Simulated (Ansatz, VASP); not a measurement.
# One calculation of BN, two programs

The input INCAR:

```
PREC     = Accurate       # precision mode
ENCUT    = 600            # plane-wave cutoff, eV
EDIFF    = 1E-6           # SCF threshold, eV
ISMEAR   = 0              # smearing method
SIGMA    = 0.1            # smearing width, eV
LREAL    = F              # projectors in reciprocal space
LASPH    = T              # aspherical terms in the spheres
NELM     = 60             # most SCF steps
ALGO     = Normal         # electronic algorithm
ISIF     = 3              # what is computed and relaxed
LWAVE    = F              # write WAVECAR
LCHARG   = F              # write CHGCAR
IBRION   = 2              # ionic algorithm
NSW      = 100            # ionic steps
EDIFFG   = -0.05          # ionic threshold
```

File KPOINTS:

```
Automatic mesh
0
Gamma
  10 10 10
```

The input POSCAR:

```
BN
1.0
    0.0000000000      1.8130010000      1.8130010000
    1.8130010000      0.0000000000      1.8130010000
    1.8130010000      1.8130010000      0.0000000000
B N
1 1
Direct
    0.0000000000      0.0000000000      0.0000000000
    0.2500000000      0.2500000000      0.2500000000
```

Input for Ansatz:

```yaml
crystal:
  lattice:
    - [0.0, 1.813001, 1.813001]
    - [1.813001, 0.0, 1.813001]
    - [1.813001, 1.813001, 0.0]
  atoms:
    - { symbol: B, position: [0.0, 0.0, 0.0] }
    - { symbol: "N", position: [0.25, 0.25, 0.25] }
basis:
  ecutwfc: 420
kpoints:
  mp_grid: { grid: [10, 10, 10] }
hamiltonian:
  xc: lda
  pseudopotentials: { kind: paw, azcp: { folder: soft_1 } }
scf:
  occupations: { method: gaussian, width: 0.1 }
output:
  forces: true
  stress: true
  eigenvalues: true
relax:
  adjacent_minimum: "off"
  f_tol: 0.05
  max_steps: 80
  cell: { stress_tol: 0.5 }
```

The cell is a database's computed one.

Alike in both runs: task relaxation of cell and atoms; functional LDA; k mesh 10 × 10 × 10; occupations gaussian, width 0.1 eV; no spin polarisation.

|  | VASP | Ansatz |
| --- | --- | --- |
| version | VASP 6.6.1 | Ansatz 0.2.0 |
| potentials or method | VASP PAW LDA potentials, release 64 (B, N) | scalar-relativistic, plane waves, PAW |
| plane-wave cutoff (eV) | 600 | 420 |
| valence electrons in the cell | 8 | 8 |

|  | VASP | Ansatz | Ansatz less VASP |
| --- | --- | --- | --- |
| gap on the k mesh at the Fermi level, each at its own relaxed structure (eV) | 4.38 | 4.39 | +0.014 |
| relaxed volume (Å³/atom) | 5.75 | 5.73 | -0.014 |
| relaxed cell length with the largest relative difference (Å) | 2.533 | 2.531 | -0.0021 |
| energy change over the relaxation (meV/atom) | -9 | -10 | -1.1 |

Ansatz warned: «pseudo_functional_mismatch».

 A k mesh can miss the band edges.
